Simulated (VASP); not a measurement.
Wanted: the native input for a VASP 6.6.1 run.

```yaml
Task: relaxation of cell and atoms
Functional: PBE
Potentials_or_basis: VASP PAW PBE potentials, release 64 (Ag)
Cutoff: 600 eV
k_mesh: 18 × 18 × 18
Occupations: gaussian, width 0.1 eV
Spin: no spin polarisation
Further_INCAR_settings: ALGO = Normal; EDIFF = 1e-07; IBRION = 2; EDIFFG = -0.005; NSW = 90; ISIF = 3
```

The structure of Ag lies in POSCAR:

```
Ag
1.0
   -1.6229757800      1.6229757800      1.6229757800
    1.6229757800     -1.6229757800      1.6229757800
    1.6229757800      1.6229757800     -1.6229757800
Ag
1
Direct
    0.0000000000      0.0000000000      0.0000000000
```

This isn't the form of Ag at room conditions, which is fcc.

One way to write it, as run:

INCAR

```
SYSTEM = Ag
PREC = Accurate
ENCUT = 600
EDIFF = 1E-7
ISMEAR = 0
SIGMA = 0.1
LREAL = .FALSE.
LASPH = .TRUE.
NELM = 100
ALGO = Normal
ISIF = 3
LWAVE = .FALSE.
LCHARG = .FALSE.
GGA = PE
IBRION = 2
NSW = 90
EDIFFG = -0.005
```

KPOINTS

```
Automatic mesh
0
G
  18 18 18
  0 0 0
```

Potentials or basis: VASP PAW PBE potentials, release 64 (Ag).

Launch:

```bash
$ cat potpaw_PBE.64/Ag/POTCAR > POTCAR
$ mpirun -np 1 vasp_std > vasp.out
```

It gave:

```
Relaxed volume                         : 17.99 Å³/atom
Relaxed cell                           : a = 2.859 Å, b = 2.859 Å, c = 2.859 Å, α = 109.47°, β = 109.47°, γ = 109.47°
Space group after relaxing (to 0.05 Å) : Im-3m (No. 229)
Energy gained by relaxing              : 13.3 meV/atom
Ionic steps                            : 3
Pressure after relaxing                : 0.0 GPa
Band gap on the k mesh                 : none (metal or under the smearing width)
```

Wall time 35 s on 1 thread of Intel(R) Xeon(R) 6975P-C (Granite Rapids) (shared host), peak memory 0.18 GiB.
